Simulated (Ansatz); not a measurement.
# Two Ansatz runs on Nb

The cell is COD entry 1534903, as deposited and not checked against the literature; nothing was relaxed. The listed cell was then made from it by scaling, straining or moving an atom.

First run: DFT, PBE, PAW with Ansatz's default frozen-core files, scalar-relativistic (Ansatz 0.2.0).

Command: `ansatz run input.yaml --threads 1 --pin off --max-ram 2048MiB --backend cpu --events-out ev --progress --plain --runs-dir out` The run took 5.6 s on 1 thread of Arm Neoverse V1 (shared host), peak memory 0.37 GiB.

```yaml
crystal:
  lattice:
    - [-0.010575, 2.115, 2.115]
    - [2.115, -0.010575, 2.115]
    - [2.104425, 2.104425, 0.0]
  atoms:
    - { symbol: Nb, position: [0.0, 0.0, 0.0] }
kpoints:
  mp_grid: { grid: [13, 13, 13] }
scf:
  occupations: { method: fermi_dirac, width: 0.08 }
hamiltonian:
  xc: pbe
  pseudopotentials: { kind: paw }
output:
  forces: true
  stress: true
  eigenvalues: true
  efg: { contact_densities: true }
```

Result: converged; pressure -1.11 GPa; 6 SCF iterations.

The input is then changed:

```diff
@@ -7,10 +7,11 @@
     - { symbol: Nb, position: [0.0, 0.0, 0.0] }
 kpoints:
-  mp_grid: { grid: [13, 13, 13] }
+  mp_grid: { grid: [13, 13, 13], shift: [0.5, 0.5, 0.5] }
 scf:
   occupations: { method: fermi_dirac, width: 0.08 }
+  convergence: { dr2_threshold: 0.0001 }
 hamiltonian:
   xc: pbe
-  pseudopotentials: { kind: paw }
+  pseudopotentials: { kind: paw, source: jth }
 output:
   forces: true
```

(1) Predict the outcome of the changed run.

Results:

(1) It converged; pressure -1.38 GPa; 5 SCF iterations. Some of these settings are too coarse for converged properties.
